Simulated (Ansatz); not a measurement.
# RbCl (Fm-3m) in Ansatz: reference runs

Reference runs on RbCl: the cell as given.

Program: Ansatz 0.2.0. These are calculated values, not measurements. Logs are shortened: lines on timing, memory, paths and dates and some standing lists are left out, and cuts for length are marked.

### 1 Starting point

The structure is cubic, space group Fm-3m (No. 225). Conventional cell: a = 6.548 Å, b = 6.548 Å, c = 6.548 Å, α = 90.00°, β = 90.00°, γ = 90.00°. Around Rb (site symmetry m-3m) lie 6 Cl at 3.27 Å. Around Cl (site symmetry m-3m) lie 6 Rb at 3.27 Å.

### 2 Single point, PBEsol

input.yaml reads:

```yaml
crystal:
  lattice:
    - [0.0, 3.274, 3.274]
    - [3.274, 0.0, 3.274]
    - [3.274, 3.274, 0.0]
  atoms:
    - { symbol: Rb, position: [0.0, 0.0, 0.0] }
    - { symbol: Cl, position: [0.5, 0.5, 0.5] }
kpoints:
  mp_grid: { grid: [7, 7, 7] }
scf:
  occupations: { method: fermi_dirac, width: 0.05 }
hamiltonian:
  xc: pbesol
  pseudopotentials: { kind: all_electron, lapw: { basis_error: 0.001 } }
output:
  forces: true
  stress: true
  eigenvalues: true
  populations: true
```

Potentials or basis: all-electron LAPW, scalar-relativistic.

The run is started by

```bash
ansatz run input.yaml --threads 1 --pin off --max-ram 3072MiB --backend cpu --events-out ev --progress --plain --runs-dir out
```

Log:

```text
Warning: RAYON_NUM_THREADS=1 ignored (pool sized by the plan → 1); use --threads N
Rb: projections on atomic orbitals take those of the free atom 1s2 2s2 2p6 3s2 3p6 3d10 4s2 4p6 5s1, of charge +0.00 (hamiltonian.pseudopotentials.projection_atoms)
Cl: projections on atomic orbitals take those of the free atom 1s2 2s2 2p6 3s2 3p5, of charge +0.00 (hamiltonian.pseudopotentials.projection_atoms)
LAPW: plane waves up to 5.831 Å⁻¹, error target 1.0e-3 eV per atom; small_component_spin mean_spin; Cl in spheres of 1.606 Å, 13 of its electrons in bands, Dirac shells []; Rb in spheres of 1.668 Å, 25 of its electrons in bands, Dirac shells [] (how accurate: hamiltonian.pseudopotentials.lapw.basis_error, Limitations)
Engine: ansatz 0.2.0, aarch64-unknown-linux-gnu
Pseudopotentials: kind: all_electron
Pseudopotential: Rb, LAPW, valence charge 25, lapw/all_electron/scalar/gaussian/Rb, Koelling and Harmon's equation, gaussian nucleus
Pseudopotential: Cl, LAPW, valence charge 13, lapw/all_electron/scalar/gaussian/Cl, Koelling and Harmon's equation, gaussian nucleus
Functional definition: PBEsol
  exchange = pbesol_x
  correlation = pbesol_c
Crystal: 2 atoms, lattice volume = 70.189 Å³
Basis set: ecut = 129.55452532541491 eV, 259 PW (Γ), exchange–correlation at level 2
Bands: 23, of which v1, the nominal top of the filled ones, is band 19 counted from 1 (18 counted from 0)
Symmetry: 48 space group operations
Space group: Fm-3m (ITA 225), of the structure as read, at distance tolerance 4.1e-5 Å
k-points: 20 of 343
Non-local potential: Rb, projectors of the file, none
Non-local potential: Cl, projectors of the file, none
Initial density: superposition of atomic densities (chi_scale 0.1, normalization cell, long waves kept (reshape's long-wave potential 0.00 eV rms))
Initial wavefunctions: plane waves of lowest kinetic energy (no species holds an atomic orbital)
Functional: x = pbesol(κ = 0.804, μ = 0.12345679012345678), c = pbesol(β = 0.046)
iter 1 solved again at ethr=1.29e-3 eV; its pass at ethr=1.00e-1 eV (dr2=4.91e-1 eV) is discarded
SCF iter   1: F=—  HF=-93615.826818 eV  |F-HF|=—  |Δ(HF+E_count)|=         —  Δρ=1.66e-2  dr2=4.90e-1  ethr=1.29e-3  ⟨swp⟩=2.5  Hψ=2756  notcnv=0
preconditioner: auto → none  [insulator: Δε(μ)=5.683 eV  Ē_g=13.896 eV  σ=0.050 eV  W_gap=1.00  n_scr=14 (ndim 8)  ℏωp=16.6 eV  f_vac=0.190  D(μ)=0.00/eV (n_scr^D=0)  ε∞_Penn≈2.4]
iter 2 solved again at ethr=4.78e-5 eV; its pass at ethr=1.29e-3 eV (dr2=1.82e-2 eV) is discarded
SCF iter   2: F=—  HF=-93615.506856 eV  |F-HF|=—  |Δ(HF+E_count)|=   3.20e-1  Δρ=3.41e-3  dr2=1.81e-2  ethr=4.78e-5  ⟨swp⟩=2.0  Hψ=2443  notcnv=0
SCF iter   3: F=—  HF=-93615.503612 eV  |F-HF|=—  |Δ(HF+E_count)|=   3.24e-3  Δρ=2.64e-3  dr2=1.21e-2  ethr=4.77e-5  ⟨swp⟩=2.0  Hψ=1500  notcnv=0
SCF iter   4: F=—  HF=-93615.509610 eV  |F-HF|=—  |Δ(HF+E_count)|=   6.00e-3  Δρ=1.15e-3  dr2=2.29e-3  ethr=3.18e-5  ⟨swp⟩=2.0  Hψ=1488  notcnv=0
SCF iter   5: F=—  HF=-93615.511144 eV  |F-HF|=—  |Δ(HF+E_count)|=   1.53e-3  Δρ=2.77e-4  dr2=1.32e-4  ethr=6.02e-6  ⟨swp⟩=3.0  Hψ=1519  notcnv=0
SCF iter   6: F=—  HF=-93615.511301 eV  |F-HF|=—  |Δ(HF+E_count)|=   1.57e-4  Δρ=4.56e-5  dr2=3.38e-6  ethr=3.47e-7  ⟨swp⟩=3.0  Hψ=1461  notcnv=0
SCF iter   7: F=-93615.511284 eV  HF=-93615.511284 eV  |F-HF|=1.60e-8  |Δ(HF+E_count)|=   1.67e-5  Δρ=1.35e-6  dr2=1.19e-9  ethr=8.90e-9  ⟨swp⟩=3.0  Hψ=1556  notcnv=0
SCF 1 converged in 7 iterations: F = -93615.511284 eV  dr2 = 1.19e-9
SCF converged after 7 iterations
Free energy (F): -93615.511284 eV
Harris-Foulkes:  -93615.511284 eV  (|F-HF|=1.60e-8)
Internal energy: -93615.511284 eV  (E = F + TS)
E sigma→0 (E₀):  -93615.511284 eV
Fermi energy:    4.534195 eV
--- Per-component energies (eV) ---
  E_band       = -3392.946678
  E_kinetic    = 95949.585304
  E_xc         = -3442.896143
  E_electrostatic = -186122.200445  (all electrons and nuclei)
  E_smearing   = -0.000000  (= −TS)
  E_closure    = 0.000000  (closes the sum)
  E_atoms      = -93608.657328  (free atoms, spherical and without spin; not in F)
  Σ components = -93615.511284   (vs F -93615.511284, Δ=0.00e0)
  Basis errors (estimates in eV, not in F): energy 4.0e-4 per atom: plane waves 3.6e-4 (2.0e-4 summed), levels above the bands 4.4e-57, relativity 2.7e-8, radial functions 3.4e-5, core shells 1.1e-6; eigenvalues (radial functions only) 1.2e-5; not estimated: angular momenta, meshes, grids; target (lapw.basis_error) 1.0e-3; muffin-tin radii Cl 1.606 Å, Rb 1.668 Å
--- Forces (eV/Å), atoms counted from 1 ---
  atom   1  Rb     0.00000000    -0.00000000     0.00000000
  atom   2  Cl    -0.00000000     0.00000000     0.00000000
  max |Σ_I F_I| component: 4.31e-30 eV/Å
--- Stress (GPa, compression-positive) ---
       -0.036268       0.000000      -0.000000
        0.000000      -0.036268       0.000000
       -0.000000       0.000000      -0.036268
  P = ⅓ Tr σ = -0.0363 GPa (-0.363 kbar)
--- Band table (eV; the first three rows and the last of 20) ---
  k-point 0: bands = ["-214.4086", "-214.4086", "-214.4086", "-179.8115", "-179.8115", "-179.8115", "-93.8222", "-93.8222", "-93.8222", "-93.8213", "-93.8213", "-21.8369", "-9.9781", "-5.8918", "-5.8918", "-5.8918", "2.0022", "2.0022", "2.0022", "6.8937", "9.9061", "9.9061", "9.9061"]
  k-point 1: bands = ["-214.4086", "-214.4086", "-214.4086", "-179.8115", "-179.8115", "-179.8115", "-93.8222", "-93.8222", "-93.8222", "-93.8213", "-93.8213", "-21.8335", "-9.9912", "-5.8943", "-5.8943", "-5.8860", "1.7930", "1.9301", "1.9301", "7.3740", "9.7553", "10.1650", "10.1650"]
  k-point 2: bands = ["-214.4086", "-214.4086", "-214.4086", "-179.8115", "-179.8115", "-179.8115", "-93.8222", "-93.8222", "-93.8222", "-93.8213", "-93.8213", "-21.8261", "-10.0205", "-5.8997", "-5.8997", "-5.8731", "1.3976", "1.7760", "1.7760", "8.4892", "9.6802", "10.9026", "10.9026"]
  k-point 19: bands = ["-214.4086", "-214.4086", "-214.4086", "-179.8115", "-179.8115", "-179.8115", "-93.8222", "-93.8222", "-93.8222", "-93.8213", "-93.8213", "-21.8145", "-9.9693", "-6.0996", "-6.0404", "-5.8867", "1.5133", "1.7412", "1.7525", "9.2780", "9.9685", "11.2948", "11.4574"]
--- Löwdin populations: 2 sites ---
  site symbol       q [e]
     0     Rb     36.2275
     1     Cl     17.7122
  spilling = 0.001117 (of n_electrons = 54.000000)
```

Run time: 4 s. Hardware: 1 thread of Arm Neoverse V2, shared host; peak memory 0.24 GiB.

Results:

| Item | Value |
| --- | --- |
| Free energy | -93615.5113 eV |
| Pressure | 0.0 GPa |
| Band gap on the k mesh | 4.89 eV, direct |
| Loewdin charges | Rb +0.77; Cl -0.71 e |

Caveat: an odd mesh through Γ misses points on the zone boundary, where band edges often lie.
